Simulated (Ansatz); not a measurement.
# SiNi3 (Pm-3m) in Ansatz: a series of runs, part 2 of 2

Ansatz 0.2.0.

**3. Single point, PBE, collinear spin, random start**

Input file input.yaml:

```yaml
crystal:
  lattice:
    - [3.542, 0.0, 0.0]
    - [0.0, 3.542, 0.0]
    - [0.0, 0.0, 3.542]
  atoms:
    - { symbol: Ni, position: [0.5, 0.5, 0.0], spin: 0.63 }
    - { symbol: Ni, position: [0.5, 0.0, 0.5], spin: -0.78 }
    - { symbol: Ni, position: [0.0, 0.5, 0.5], spin: 0.95 }
    - { symbol: Si, position: [0.0, 0.0, 0.0] }
hamiltonian:
  xc: pbe
  pseudopotentials: { kind: paw }
magnetization:
  spin_polarized: true
kpoints:
  mp_grid: { grid: [8, 8, 8] }
scf:
  occupations: { method: fermi_dirac, width: 0.05 }
output:
  forces: true
  stress: true
  eigenvalues: true
```

Potentials or basis: Ansatz PAW.

On the command line:

```
$ ansatz run input.yaml --threads 2 --pin off --max-ram 5632MiB --backend cpu --events-out ev --progress --plain --runs-dir out
```

Run time: 66 s. Hardware: 2 threads of Arm Neoverse V1, shared host; peak memory 0.7 GiB.

Results (log left out):

```
Free energy            : -18156.7824 eV
Pressure               : -6.0 GPa
Band gap on the k mesh : none (metal or under the smearing width)
Net moment             : 0.00 μB per cell
Absolute moment        : 0.00 μB per cell
```

Levels at points of the mesh, in eV from the Fermi level:
Spin up:
```tsv
k point	band 25	band 26	band 27	band 28	band 29	band 30	band 31	band 32	band 33	band 34
(0.00, 0.00, 0.00)	-0.91	-0.60	-0.60	-0.28	0.03	0.03	0.03	4.51	6.15	6.15
(0.00, 0.00, -0.50)	-1.27	-1.25	-1.10	-0.54	0.03	3.47	3.47	4.90	5.14	5.14
(0.00, -0.50, 0.00)	-1.27	-1.25	-1.10	-0.54	0.03	3.47	3.47	4.90	5.14	5.14
(0.00, -0.50, -0.50)	-1.39	-1.39	-1.07	-0.98	-0.91	0.62	0.62	5.39	6.14	7.51
(-0.50, 0.00, 0.00)	-1.27	-1.25	-1.10	-0.54	0.03	3.47	3.47	4.90	5.14	5.14
(-0.50, 0.00, -0.50)	-1.39	-1.39	-1.07	-0.98	-0.91	0.62	0.62	5.39	6.14	7.51
(-0.50, -0.50, 0.00)	-1.39	-1.39	-1.07	-0.98	-0.91	0.62	0.62	5.39	6.14	7.51
(-0.50, -0.50, -0.50)	-1.39	-1.19	-1.19	-0.43	-0.20	-0.20	-0.20	1.08	3.85	3.85
```
Spin down:
```tsv
k point	band 26	band 27	band 28	band 29	band 30	band 31	band 32	band 33
(0.00, 0.00, 0.00)	-0.60	-0.60	-0.28	0.03	0.03	0.03	4.51	6.15
(0.00, 0.00, -0.50)	-1.25	-1.10	-0.54	0.03	3.47	3.47	4.90	5.14
(0.00, -0.50, 0.00)	-1.25	-1.10	-0.54	0.03	3.47	3.47	4.90	5.14
(0.00, -0.50, -0.50)	-1.39	-1.07	-0.98	-0.91	0.62	0.62	5.39	6.14
(-0.50, 0.00, 0.00)	-1.25	-1.10	-0.54	0.03	3.47	3.47	4.90	5.14
(-0.50, 0.00, -0.50)	-1.39	-1.07	-0.98	-0.91	0.62	0.62	5.39	6.14
(-0.50, -0.50, 0.00)	-1.39	-1.07	-0.98	-0.91	0.62	0.62	5.39	6.14
(-0.50, -0.50, -0.50)	-1.19	-1.19	-0.43	-0.20	-0.20	-0.20	1.08	3.85
```

Caveat: the starting moments weren't kept.

**4. Single point, PBE, collinear spin, ferromagnetic start**

Changes to input.yaml since step 3:

```diff
@@ -6,5 +6,5 @@
   atoms:
-    - { symbol: Ni, position: [0.5, 0.5, 0.0], spin: 0.63 }
-    - { symbol: Ni, position: [0.5, 0.0, 0.5], spin: -0.78 }
-    - { symbol: Ni, position: [0.0, 0.5, 0.5], spin: 0.95 }
+    - { symbol: Ni, position: [0.5, 0.5, 0.0], spin: 2.5 }
+    - { symbol: Ni, position: [0.5, 0.0, 0.5], spin: 2.5 }
+    - { symbol: Ni, position: [0.0, 0.5, 0.5], spin: 2.5 }
     - { symbol: Si, position: [0.0, 0.0, 0.0] }
```

On the command line:

```
$ ansatz run input.yaml --threads 2 --pin off --max-ram 5632MiB --backend cpu --events-out ev --progress --plain --runs-dir out
```

Wall time 6.8 s (2 threads of Arm Neoverse V1, shared host); peak memory 0.42 GiB.

It converged, with:

- Free energy: -18156.7824 eV
- Pressure: -6.0 GPa
- Band gap on the k mesh: none (metal or under the smearing width)
- Net moment: 0.00 μB per cell
- Absolute moment: 0.00 μB per cell

Levels at points of the mesh, in eV from the Fermi level:
Spin up:
| k point | band 26 | band 27 | band 28 | band 29 | band 30 | band 31 | band 32 | band 33 |
| --- | --- | --- | --- | --- | --- | --- | --- | --- |
| (0.00, 0.00, 0.00) | -0.60 | -0.60 | -0.28 | 0.03 | 0.03 | 0.03 | 4.51 | 6.15 |
| (0.00, 0.00, -0.50) | -1.25 | -1.10 | -0.54 | 0.03 | 3.47 | 3.47 | 4.90 | 5.14 |
| (0.00, -0.50, -0.50) | -1.39 | -1.07 | -0.98 | -0.91 | 0.62 | 0.62 | 5.39 | 6.14 |
| (-0.50, -0.50, -0.50) | -1.19 | -1.19 | -0.43 | -0.20 | -0.20 | -0.20 | 1.08 | 3.85 |
Spin down:
```
              k point  band 27  band 28  band 29  band 30  band 31  band 32
   (0.00, 0.00, 0.00)    -0.60    -0.28     0.03     0.03     0.03     4.51
  (0.00, 0.00, -0.50)    -1.10    -0.54     0.03     3.47     3.47     4.90
 (0.00, -0.50, -0.50)    -1.07    -0.98    -0.91     0.62     0.62     5.39
(-0.50, -0.50, -0.50)    -1.19    -0.43    -0.20    -0.20    -0.20     1.08
```

Caveat: the starting moments collapsed, and a magnetic state may lie lower; the starting moments weren't kept.

**5. Single point, PBE, non-collinear spin, random start**

Input file input.yaml:

```yaml
crystal:
  lattice:
    - [3.542, 0.0, 0.0]
    - [0.0, 3.542, 0.0]
    - [0.0, 0.0, 3.542]
  atoms:
    - { symbol: Ni, position: [0.5, 0.5, 0.0], spin: 0.63, spin_axis: [0.484, 0.09, 0.393] }
    - { symbol: Ni, position: [0.5, 0.0, 0.5], spin: 0.78, spin_axis: [-0.48, -0.194, 0.583] }
    - { symbol: Ni, position: [0.0, 0.5, 0.5], spin: 0.95, spin_axis: [-0.023, 0.34, 0.887] }
    - { symbol: Si, position: [0.0, 0.0, 0.0] }
hamiltonian:
  xc: pbe
  pseudopotentials: { kind: paw }
magnetization:
  noncollinear: true
  spin_orbit: false
kpoints:
  mp_grid: { grid: [6, 6, 6] }
scf:
  occupations: { method: fermi_dirac, width: 0.05 }
output:
  forces: true
  stress: true
  eigenvalues: true
```

Potentials or basis: Ansatz PAW.

On the command line:

```
$ ansatz run input.yaml --threads 2 --pin off --max-ram 5632MiB --backend cpu --events-out ev --progress --plain --runs-dir out
```

What it wrote:

```text
Warning: RAYON_NUM_THREADS=2 ignored (pool sized by the plan → 2); use --threads N
[... 98 lines left out ...]
  k-point 2: bands = ["-86.2579", "-86.2579", "-86.2399", "-86.2399", "-86.2333", "-86.2333", "-46.7153", "-46.7153", "-46.7153", "-46.7153", "-46.7114", "-46.7114", "-46.6872", "-46.6872", "-46.6872", "-46.6872", "-46.6824", "-46.6824", "-46.5493", "-46.5493", "-46.5369", "-46.5369", "-46.5369", "-46.5369", "6.2948", "6.2948", "10.4602", "10.4602", "12.8585", "12.8585", "13.2942", "13.2942", "13.2942", "13.2942", "13.7087", "13.7087", "13.7569", "13.7569", "14.7247", "14.7247", "14.7247", "14.7247", "14.9833", "14.9833", "15.0455", "15.0455", "15.7991", "15.7991", "15.7991", "15.7991", "15.8558", "15.8558", "16.0454", "16.0454", "16.3193", "16.3193", "16.8910", "16.8910", "18.9894", "18.9894", "18.9894", "18.9894", "21.8380", "21.8380", "22.8267", "22.8268", "23.6688", "23.6688", "23.6688", "23.6688"]
  k-point 63: bands = ["-86.2436", "-86.2436", "-86.2436", "-86.2436", "-86.2436", "-86.2436", "-46.7529", "-46.7529", "-46.7529", "-46.7529", "-46.7529", "-46.7529", "-46.6754", "-46.6754", "-46.6331", "-46.6331", "-46.6331", "-46.6331", "-46.6331", "-46.6331", "-46.4980", "-46.4980", "-46.4980", "-46.4980", "8.8345", "8.8345", "12.7095", "12.7095", "12.7095", "12.7095", "12.7095", "12.7095", "13.1953", "13.1953", "13.1953", "13.1953", "13.1953", "13.1953", "14.7382", "14.7382", "14.7382", "14.7382", "14.7382", "14.7382", "15.4691", "15.4691", "15.4691", "15.4691", "15.4691", "15.4691", "15.6706", "15.6706", "15.6706", "15.6706", "16.4268", "16.4268", "16.6624", "16.6624", "16.6624", "16.6624", "16.6624", "16.6624", "17.9426", "17.9426", "20.7104", "20.7104", "20.7104", "20.7104", "20.7104", "20.7104"]
```

Run time: 63 s. Hardware: 2 threads of Arm Neoverse V1, shared host; peak memory 0.62 GiB.

Results:

* Free energy: -18156.7817 eV
* Pressure: -6.0 GPa
* Band gap on the k mesh: none (metal or under the smearing width)
* Net moment: 0.00 μB per cell
* Absolute moment: 0.00 μB per cell

Moments on the atoms (μB; x, y, z):
```
Ni  0.00 0.00 0.00
Ni  0.00 0.00 0.00
Ni  0.00 0.00 0.00
Si  0.00 0.00 0.00
```

Caveat: the starting moments weren't kept.

**6. Relaxation of cell and atoms, PBE, collinear spin, ferromagnetic start**

Input file input.yaml:

```yaml
crystal:
  lattice:
    - [3.542, 0.0, 0.0]
    - [0.0, 3.542, 0.0]
    - [0.0, 0.0, 3.542]
  atoms:
    - { symbol: Ni, position: [0.5, 0.5, 0.0], spin: 1.0 }
    - { symbol: Ni, position: [0.5, 0.0, 0.5], spin: 1.0 }
    - { symbol: Ni, position: [0.0, 0.5, 0.5], spin: 1.0 }
    - { symbol: Si, position: [0.0, 0.0, 0.0] }
hamiltonian:
  xc: pbe
  pseudopotentials: { kind: paw }
magnetization:
  spin_polarized: true
kpoints:
  mp_grid: { grid: [8, 8, 8] }
scf:
  occupations: { method: fermi_dirac, width: 0.05 }
output:
  forces: true
  stress: true
  eigenvalues: true
  write_density: true
  write_potential: true
  elf: true
  volumetric_format: npy
relax:
  f_tol: 0.01
  max_steps: 40
  cell: { stress_tol: 0.05 }
```

Potentials or basis: Ansatz PAW.

On the command line:

```
$ ansatz run input.yaml --threads 2 --pin off --max-ram 5632MiB --backend cpu --events-out ev --progress --plain --runs-dir out
```

Run time: 25 s. Hardware: 2 threads of AMD EPYC 7R43 (Zen 3), shared host; peak memory 0.45 GiB.

The run converged. Its results:

* Free energy: -18156.8080 eV
* Relaxed volume: 10.78 Å³/atom
* Relaxed cell: a = 3.506 Å, b = 3.506 Å, c = 3.506 Å, α = 90.00°, β = 90.00°, γ = 90.00°
* Space group after relaxing (to 0.05 Å): Pm-3m (No. 221)
* Energy gained by relaxing: 6.4 meV/atom
* Ionic steps: 5
* Pressure after relaxing: 0.0 GPa
* Band gap on the k mesh: none (metal or under the smearing width)
* Net moment: 0.00 μB per cell
* Absolute moment: 0.00 μB per cell

Step by step:
```tsv
step	energy change (eV)	largest force (eV/Å)	volume (Å³)
1	0.0000	0.0000	44.44
2	-0.0206	0.0000	43.71
3	-0.0261	0.0000	43.07
4	-0.0261	0.0000	43.11
5	-0.0257	0.0000	43.11
```

Final structure:
```yaml
crystal:
  lattice:
    - [3.50636, 0.00000, 0.00000]
    - [0.00000, 3.50636, 0.00000]
    - [0.00000, 0.00000, 3.50636]
  atoms:
    - { symbol: Ni, position: [0.50000, 0.50000, 0.00000] }
    - { symbol: Ni, position: [0.50000, 0.00000, 0.50000] }
    - { symbol: Ni, position: [0.00000, 0.50000, 0.50000] }
    - { symbol: Si, position: [0.00000, 0.00000, 0.00000] }
```

Levels at points of the mesh, in eV from the Fermi level:
Spin up:
| k point | band 25 | band 26 | band 27 | band 28 | band 29 | band 30 | band 31 | band 32 | band 33 | band 34 |
| --- | --- | --- | --- | --- | --- | --- | --- | --- | --- | --- |
| (0.00, 0.00, 0.00) | -0.94 | -0.63 | -0.63 | -0.29 | 0.03 | 0.03 | 0.03 | 4.79 | 6.29 | 6.29 |
| (0.00, 0.00, -0.50) | -1.32 | -1.31 | -1.15 | -0.56 | 0.03 | 3.59 | 3.59 | 5.13 | 5.21 | 5.21 |
| (0.00, -0.50, -0.50) | -1.45 | -1.45 | -1.11 | -1.02 | -0.95 | 0.65 | 0.65 | 5.58 | 6.29 | 7.62 |
| (-0.50, -0.50, -0.50) | -1.46 | -1.24 | -1.24 | -0.49 | -0.21 | -0.21 | -0.21 | 1.21 | 3.98 | 3.98 |
Spin down:
| k point | band 27 | band 28 | band 29 | band 30 | band 31 | band 32 |
| --- | --- | --- | --- | --- | --- | --- |
| (0.00, 0.00, 0.00) | -0.63 | -0.29 | 0.03 | 0.03 | 0.03 | 4.79 |
| (0.00, 0.00, -0.50) | -1.15 | -0.56 | 0.03 | 3.59 | 3.59 | 5.13 |
| (0.00, -0.50, -0.50) | -1.11 | -1.02 | -0.95 | 0.65 | 0.65 | 5.58 |
| (-0.50, -0.50, -0.50) | -1.24 | -0.49 | -0.21 | -0.21 | -0.21 | 1.21 |

Caveat: the plane-wave basis is chosen anew once the cell has moved, so the energies of steps on either side of that aren't comparable; the starting moments weren't kept.

**7. The runs side by side**

| task | spin | cell | k mesh | gap on the mesh (eV) | pressure (GPa) | moment (μB) |
| --- | --- | --- | --- | --- | --- | --- |
| single point | collinear, ferrimagnetic start | as given | 8 × 8 × 8 | none | -6.0 | 0.00 |
| single point | collinear, random start | as given | 8 × 8 × 8 | none | -6.0 | 0.00 |
| single point | non-collinear, random start | as given | 6 × 6 × 6 | none | -6.0 | 0.00 |
| relaxation of cell and atoms | collinear, ferromagnetic start | relaxed | 8 × 8 × 8 | none | 0.0 | 0.00 |

Alike in all rows: level PBE; potentials or basis Ansatz PAW; cutoff (eV) 420; smearing fermi-dirac 0.05 eV.

Every run on the cell as given and a fine mesh finds a metal.

Caveats: the starting moments weren't kept; the plane-wave basis is chosen anew once the cell has moved, so the energies of steps on either side of that aren't comparable (some runs).

Total energies depend on the potentials used, so only differences within one code and one set of settings carry meaning.
